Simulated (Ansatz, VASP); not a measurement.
**One calculation of Cl, two programs**

The input INCAR:

```
PREC = Accurate
ENCUT = 520
EDIFF = 1E-6
ISMEAR = -1
SIGMA = 0.05
LREAL = F
LASPH = T
NELM = 80
ALGO = Normal
ISIF = 2
LWAVE = F
LCHARG = T
GGA = PE
LELF = T
LVHAR = T
NBANDS = 22
```

KPOINTS

```
Automatic mesh
0
Gamma
  7 7 4
```

Contents of POSCAR:

```
Cl
1.0
    3.1658284216     -2.2649010965      0.0000000000
    3.1658284216      2.2649010965      0.0000000000
    0.0000000000      0.0000000000      8.2643724455
Cl
4
Direct
    0.3700000000      0.6300000000      0.4000000000
    0.1300000000      0.8700000000      0.9000000000
    0.6300000000      0.3700000000      0.6000000000
    0.8700000000      0.1300000000      0.1000000000
```

input.yaml

```yaml
crystal:
  lattice:
    - [3.1658284216, -2.2649010965, 0.0]
    - [3.1658284216, 2.2649010965, 0.0]
    - [0.0, 0.0, 8.2643724455]
  atoms:
    - { symbol: Cl, position: [0.37, 0.63, 0.4] }
    - { symbol: Cl, position: [0.13, 0.87, 0.9] }
    - { symbol: Cl, position: [0.63, 0.37, 0.6] }
    - { symbol: Cl, position: [0.87, 0.13, 0.1] }
hamiltonian:
  xc: pbe
  pseudopotentials: { kind: paw }
kpoints:
  mp_grid: { grid: [7, 7, 4] }
scf:
  occupations: { method: fermi_dirac, width: 0.05 }
output:
  forces: true
  stress: true
  eigenvalues: true
```

Alike in both runs: task single point; functional PBE; k mesh 7 × 7 × 4; occupations fermi-dirac, width 0.05 eV; no spin polarisation.

```csv
,VASP,Ansatz
version,VASP 6.6.1,Ansatz 0.2.0
potentials or method,"VASP PAW PBE potentials, release 64 (Cl)",Ansatz PAW
plane-wave cutoff (eV),520,420
valence electrons in the cell,28,28
```

```csv
,VASP,Ansatz,Ansatz less VASP
gap on the k mesh at the Fermi level (eV),2.47,2.42,-0.045
least direct gap on the mesh (eV),2.52,2.47,-0.045
pressure (GPa),-0.2,0.1,+0.35
largest component of the traceless stress (GPa),1.31,1.02,-0.287
rms of the force components (eV/Å),0.216,0.122,-0.0931
```

Atom by atom the forces differ by 0.099 eV/Å (rms over components). The functional is the same, so the differences come from potentials, cutoffs and numerics.

Caveats: an odd mesh through Γ misses points on the zone boundary, where band edges often lie (VASP); odd divisions of the mesh miss points on the zone boundary, where band edges often lie, so the gap on the mesh can be too wide (Ansatz).
